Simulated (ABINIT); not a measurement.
Crystal: Pd.

```
Pd
1.0
     2.78367    0.00000    0.00000
    -1.39183    2.41072    0.00000
     0.00000    0.00000    4.62889
Pd
2
Direct
  0.33333 0.66667 0.25000
  0.66667 0.33333 0.75000
```

This isn't the form of Pd at room conditions, which is fcc.

Base run:

```yaml
Program: ABINIT 10.8.3 (patched build)
Functional: PBEsol
Potentials_or_basis: PseudoDojo NC SR PBEsol v0.4.1 standard
Cutoff: 1007 eV
k_mesh: 8 × 8 × 4
Occupations: fermi-dirac, width 0.05 eV
Spin: no spin polarisation
```

Its results: pressure -11.3 GPa.

Q: The run is repeated on the same cell with these changes: k mesh from 8 × 8 × 4 to 18 × 18 × 10, shifted; occupations from fermi-dirac, width 0.05 eV to fermi-dirac, width 0.2 eV. What comes out?

A: Pressure -10.4 GPa.
